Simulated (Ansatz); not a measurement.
The system is AlNi.

```
Ni Al
1.0
     2.88100    0.00000    0.00000
     0.00000    2.88100    0.00000
     0.00000    0.00000    2.88100
Ni Al
1 1
Direct
  0.50000 0.50000 0.50000
  0.00000 0.00000 0.00000
```

Base run:

| Quantity | Value |
| --- | --- |
| Program | Ansatz 0.2.0 |
| Functional | PBE |
| Potentials or basis | Ansatz PAW |
| Cutoff | 420 eV (not typed: the program's choice for these potentials) |
| k mesh | 8 × 8 × 8 |
| Occupations | fermi-dirac, width 0.05 eV |
| Spin | collinear spin, ferromagnetic start |
| Starting moments | [1.0, 0.0] μB |
| Fixed moment | 1 μB |

Its results: pressure 5.8 GPa; site moments Ni +0.72; Al +0.10 μB.

Problem. After a change of settings the same cell gave: pressure 21.0 GPa; site moments Ni +1.31; Al +0.24 μB. Which change was it?
A. fixed moment from 1 μB to 0.2 μB; moments at the start from [1.0, 0.0] to [0.2, 0.0]
B. fixed moment from 1 μB to 0.8 μB; moments at the start from [1.0, 0.0] to [0.8, 0.0]
C. fixed moment from 1 μB to 0.5 μB; moments at the start from [1.0, 0.0] to [0.5, 0.0]
D. fixed moment from 1 μB to 2 μB; moments at the start from [1.0, 0.0] to [2.0, 0.0]

Solution. D.

Caveats: the total moment is fixed, so each spin has its own Fermi level; the thresholds are loose for stress.
